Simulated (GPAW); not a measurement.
Runs of GPAW 26.7.0 on InAs. The structure is cubic, space group Fm-3m (No. 225). The conventional cell has a = 5.755 Å, b = 5.755 Å, c = 5.755 Å, α = 90.00°, β = 90.00°, γ = 90.00°. Around In (site symmetry m-3m) lie 6 As at 2.88 Å. As (site symmetry m-3m) is surrounded by 6 In at 2.88 Å. Measurements of this composition are mostly on another form, of space group No. 216.

| level | potentials or basis | cell | k mesh | cutoff (eV) | smearing | maxiter | ranks | exact-exchange share | eigensolver | mesh quality | gap on the mesh (eV) | pressure (GPa) |
| --- | --- | --- | --- | --- | --- | --- | --- | --- | --- | --- | --- | --- |
| vdW-DF2 | GPAW PAW data sets (gpaw-data 1.2.1), pw | as given | 8 × 8 × 8 | 600 | fermi-dirac 0.05 eV | 150 | - | - | - | not flagged | none | - |
| PBEh(alpha) | GPAW PAW data sets (gpaw-data 1.2.1), pw | as given | 3 × 3 × 3 | 450 | fermi-dirac 0.05 eV | 60 | 4 | 0.35 | - | coarse | none | - |
| r2SCAN | GPAW PAW data sets (gpaw-data 1.2.1), pw | as given | 8 × 8 × 8 | 600 | fermi-dirac 0.05 eV | 150 | - | - | - | not flagged | none | (a) |
| AM05 | PAW data sets generated in the run's folder for this functional, pw | as given | 8 × 8 × 8 | 600 | fermi-dirac 0.05 eV | 150 | - | - | - | not flagged | none | -3.5 |
| PBEh(alpha) | GPAW PAW data sets (gpaw-data 1.2.1), pw | as given | 3 × 3 × 3 | 450 | fermi-dirac 0.05 eV | 60 | 4 | 0.2 | - | coarse | none | - |
| LDA | the program's PAW data sets (release 1.2.1) made for this functional, pw | as given | 8 × 8 × 8 | 600 | gaussian 0.05 eV | 150 | - | - | - | not flagged | none | -5.3 |
| PBEh(alpha) | GPAW PAW data sets (gpaw-data 1.2.1), pw | as given | 3 × 3 × 3 | 450 | fermi-dirac 0.05 eV | 60 | 4 | 0.5 | - | coarse | none | - |
| PBE0 | GPAW PAW data sets (gpaw-data 1.2.1), pw | as given | 3 × 3 × 3 | 450 | fermi-dirac 0.05 eV | 60 | 4 | 0.25 | - | coarse | none | - |
| TPSS | GPAW PAW data sets (gpaw-data 1.2.1), pw | as given | 8 × 8 × 8 | 600 | fermi-dirac 0.05 eV | 150 | - | - | davidson | not flagged | none | -1.7 |
| LDA | the program's PAW data sets (release 1.2.1) made for this functional, pw | as given | 8 × 8 × 8 | 600 | fermi-dirac 0.05 eV | 150 | - | - | - | not flagged | none | -5.3 |
| LDA | the program's PAW data sets (release 1.2.1) made for this functional, pw | the cell as VASP's run set it | 8 × 8 × 8 | 600 | gaussian 0.05 eV | 150 | - | - | - | not flagged | none | -5.3 |
| HSE03 | GPAW PAW data sets (gpaw-data 1.2.1), pw | as given | 4 × 4 × 4 | 500 | gaussian 0.1 eV | 60 | 4 | - | - | coarse | none | - |

Alike in all rows: task single point; no spin polarisation.

**Question.** Estimate the missing entries.

**Answer.** (a) -2.5.

Caveats: some runs use coarse meshes; the PAW data sets were made with another functional, which shifts forces and pressure a little (some runs); exact exchange converges slowly with the k mesh, and this mesh is small (some runs).

A k mesh can miss the band edges, and the runs leave out spin-orbit coupling on As, In.

A gap of «none» marks a metal or a gap under the smearing width.

Runs at the PBE level aren't shown here.
